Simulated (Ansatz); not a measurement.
This Ansatz input for wurtzite-structured HfC was spoiled on purpose:

```yaml
crystal:
  lattice:
    - [3.851440672792, 0.0, 0.0]
    - [-1.925720336396, 3.335445463807, 0.0]
    - [0.0, 0.0, 4.6430899925]
  atoms:
    - { symbol: Hf, position: [0.6666666666667, 0.3333333333333, 0.0665890361] }
    - { symbol: Hf, position: [0.3333333333333, 0.6666666666667, 0.5665890361] }
    - { symbol: C, position: [0.6666666666667, 0.3333333333333, 0.5586109639] }
    - { symbol: C, position: [0.3333333333333, 0.6666666666667, 0.0586109639] }
basis:
  ecutwfc: 420
  ecutrho_ratio: 4
kpoints:
  mp_grid: { grid: [12, 12, 6] }
hamiltonian:
  xc: pbe
scf:
  occupations: { method: gaussian, width: 0.05 }
  max_iter: 50
output:
  Forces: true
  stress: true
```

Launched as:
```sh
ansatz run input.yaml --threads 2 --pin off --max-ram 2662MiB --backend cpu --events-out ev --progress --plain --runs-dir out
```

Problem. What is wrong with it?

Solution. A misspelt key. Against the sound input: output.forces: "forces" → "Forces" (the cap on iterations is only a precaution).

What the program printed:

```
Error: YAML parse error: error: line 22 column 3: unknown field `Forces`, expected one of write_density, write_potential, write_potential_components, volumetric_format, write_bands, fatbands, populations, hubbard, elf, band_densities, bader, dos, optics, efg, charged_corrections, wannier, polarization, topological_invariants, transmission, current_voltage, crpa, pair_interaction, rpa_energy, embedding, core_levels, xc_energy_on_converged_density, boltztrap, local_orbitals, orbitals, eigenstates, states_by_energy, atomic_orbital_hamiltonian, active_space, given_orbital_levels, support_matrices, forces, stress, cutoff_correction, eigenvalues, band_residual_tolerance, publish_guard_bands
  --> <input>:22:3
   |
```

The input was refused before any iteration. Cost: 0.02 s on 2 threads of Arm Neoverse V2 (shared host), peak memory 0.022 GiB. The run before the change (PBE, 420 eV, 12×12×6 mesh) gave:

```tsv
run	P (GPa)	gap on the mesh (eV)	cell moment (μB)	largest force component (eV/Å)
sound	0.0	metal	–	0.000
```

The cell came from substitution into a structure type; whether the compound takes it is for experiment to say.
